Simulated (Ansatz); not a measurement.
Crystal: AlPt.

```
Pt Al
1.0
     3.09155    0.00000    0.00000
     0.00000    3.09155    0.00000
     0.00000    0.00000    3.09155
Pt Al
1 1
Direct
  0.50000 0.50000 0.50000
  0.00000 0.00000 0.00000
```

Measurements of this composition are mostly on another form, of space group No. 198.

```yaml
Program: Ansatz 0.2.0
Task: relaxation of cell and atoms
Functional: PBE0
Potentials_or_basis: Ansatz PAW
Cutoff: "420 eV (not typed: the program's choice for these potentials)"
k_mesh: 5 × 5 × 5
Occupations: fermi-dirac, width 0.05 eV
Spin: no spin polarisation
```

At the start: volume 14.77 Å³/atom.

Q: How do energy, volume and symmetry change on relaxing?

A: It ends after 5 steps and the volume is 14.46 Å³/atom (-2.1 %); space group Pm-3m (No. 221, to 0.05 Å).

Step by step:
| step | energy change (eV) | largest force (eV/Å) | volume (Å³) |
| --- | --- | --- | --- |
| 1 | 0.0000 | 0.0000 | 29.55 |
| 2 | -0.0040 | 0.0000 | 28.46 |
| 3 | -0.0085 | 0.0000 | 28.93 |
| 4 | -0.0085 | 0.0000 | 28.91 |
| 5 | -0.0082 | 0.0000 | 28.91 |

Final structure:
```xyz
2
Lattice="3.0693 0.0000 0.0000 0.0000 3.0693 0.0000 0.0000 0.0000 3.0693" Properties=species:S:1:pos:R:3 pbc="T T T"
Pt    1.5346    1.5346    1.5346
Al    0.0000    0.0000    0.0000
```

Caveat: the k mesh is coarse (spacing up to 0.41 Å⁻¹), so the values aren't converged, least of all with exact exchange; the plane-wave basis is chosen anew once the cell has moved, so the energies of steps on either side of that aren't comparable; the PAW data sets come from PBE, with cores solved anew for the run's functional, which leaves a small shift of forces and pressure.
